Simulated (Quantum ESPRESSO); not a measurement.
CuI (Marshite) in Quantum ESPRESSO: the effect of functional

The system is CuI (Marshite).

```
I Cu
1.0
     0.00000    3.03150    3.03150
     3.03150    0.00000    3.03150
     3.03150    3.03150    0.00000
I Cu
1 1
Cartesian
  0.0000 0.0000 0.0000
  4.5473 4.5473 4.5473
```

Alike in all runs:

| Quantity | Value |
| --- | --- |
| Program | Quantum ESPRESSO 7.5 |
| Task | phonons |
| Cutoff | 762 eV |
| Density cutoff | 6095 eV |
| k mesh | 4 × 4 × 4, shifted |
| Occupations | fermi-dirac, width 0.05 eV |
| Spin | no spin polarisation |

Each run relaxes the cell or the atoms first.

```csv
functional,potentials or basis,relaxed volume (Å³/atom),dielectric constant (mean),highest phonon frequency (cm⁻¹)
LDA,GBRV 1.5 LDA,25.21,6.94,156
PW91,GBRV 1.5 PBE,?,?,?
BLYP,GBRV 1.5 PBE,30.34,6.15,105
RPBE,GBRV 1.5 PBE,29.55,6.06,106
vdW-DF-cx,GBRV 1.5 PBE,26.47,6.67,142
```

Question: What does the run with functional PW91 give?

Answer: Relaxed volume 27.90 Å³/atom; dielectric constant 6.45 mean; highest phonon frequency 123 cm⁻¹.

Caveats: the potentials were made for another functional, which shifts forces and pressure (some runs); before the sum rule the acoustic modes lie tens of cm⁻¹ from zero, a sign that the density grid also shifts the optical modes (some runs).

Runs at the PBE level aren't shown here.
